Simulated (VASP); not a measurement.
A VASP 6.6.1 single-point calculation on SnO

INCAR

```
IBRION = -1
ISMEAR = -1
LWAVE = .FALSE.
NBANDS = 12
EDIFF = 1E-7
ISIF = 2
ENCUT = 520
LASPH = .TRUE.
NSW = 0
PREC = Accurate
SIGMA = 0.02
LCHARG = .FALSE.
GGA = PE
ALGO = Fast
LREAL = Auto
NELM = 120
```

KPOINTS

```
KPOINTS created by Atomic Simulation Environment
0
Gamma
8 8 8
0 0 0
```

POSCAR

```
Sn O
 1.0000000000000000
     0.0000000000000000    2.7082147232636280    2.7082147232636280
     2.7082147232636280   -0.0000000000000000    2.7082147232636280
     2.7082147232636280    2.7082147232636280   -0.0000000000000000
 Sn  O
   1   1
Cartesian
 -0.0000000000000000 -0.0000000000000000 -0.0000000000000000
  1.3541073616318140  1.3541073616318140  1.3541073616318140
```

The recommended PBE PAW datasets give the neutral cell 20 valence electrons.

Command

```
mpirun -np 1 vasp_std
```

Problem. Predict the outcome of this run.

Solution. It converged. Results: gap between bands v and c on the k mesh -0.19 eV (bands overlap: a metal); least direct gap on the k mesh 0.12 eV; pressure 2.3 GPa. Band v is the last that the valence electrons fill when counted band by band, and c is the next.

OSZICAR

```
N       E                     dE             d eps       ncg     rms          rms(c)
DAV:   1     0.164546587185E+03    0.16455E+03   -0.10707E+04   704   0.235E+03
DAV:   2     0.759909850774E+01   -0.15695E+03   -0.15304E+03   756   0.479E+02
DAV:   3    -0.119390489301E+02   -0.19538E+02   -0.19332E+02   800   0.150E+02
DAV:   4    -0.126103842035E+02   -0.67134E+00   -0.67053E+00   824   0.308E+01
DAV:   5    -0.126272321213E+02   -0.16848E-01   -0.16847E-01   904   0.487E+00    0.869E+00
RMM:   6    -0.106113332975E+02    0.20159E+01   -0.10597E+01   853   0.212E+01    0.444E+00
RMM:   7    -0.104305545914E+02    0.18078E+00   -0.11555E+00   853   0.101E+01    0.163E+00
RMM:   8    -0.104435888733E+02   -0.13034E-01   -0.51764E-01   823   0.540E+00    0.910E-01
RMM:   9    -0.104455723688E+02   -0.19835E-02   -0.14957E-01   928   0.228E+00    0.285E-01
RMM:  10    -0.104460204374E+02   -0.44807E-03   -0.12192E-02   932   0.832E-01    0.158E-01
RMM:  11    -0.104463174540E+02   -0.29702E-03   -0.24765E-03   861   0.552E-01    0.796E-02
RMM:  12    -0.104462894920E+02    0.27962E-04   -0.91228E-04   924   0.369E-01    0.293E-02
RMM:  13    -0.104463093945E+02   -0.19903E-04   -0.26904E-04  1034   0.181E-01    0.197E-02
RMM:  14    -0.104463095673E+02   -0.17281E-06   -0.60201E-05  1129   0.683E-02    0.132E-02
RMM:  15    -0.104463080111E+02    0.15562E-05   -0.20285E-05   920   0.365E-02    0.556E-03
RMM:  16    -0.104463076028E+02    0.40828E-06   -0.32531E-06   861   0.181E-02    0.911E-04
RMM:  17    -0.104463076886E+02   -0.85752E-07   -0.11040E-06   788   0.859E-03    0.364E-04
RMM:  18    -0.104463077099E+02   -0.21262E-07   -0.16207E-07   512   0.375E-03
   1 F= -.10446308E+02 E0= -.10445963E+02  d E =-.689472E-03
```

Standard output (part)

```
POSCAR found type information on POSCAR SnO
 POSCAR found :  2 types and       2 ions
|     You have a (more or less) 'small supercell' and for smaller cells       |
|     it is recommended to use the reciprocal-space projection scheme!        |
|     The real-space optimization is not efficient for small cells and it     |
|     is also less accurate ...                                               |
|     Therefore, set LREAL=.FALSE. in the INCAR file.                         |
 LDA part: xc-table for (Slater+PW92), standard interpolation
 POSCAR, INCAR and KPOINTS ok, starting setup
 WAVECAR not read
 entering main loop
WARNING in EDDRMM: call to ZHEGV failed, returncode =   8  4     12
```

For comparison, a separate PBE run of the intended cell, on usual settings and not on those above, gives a gap of -0.19 eV on its mesh and a pressure of 2.4 GPa.
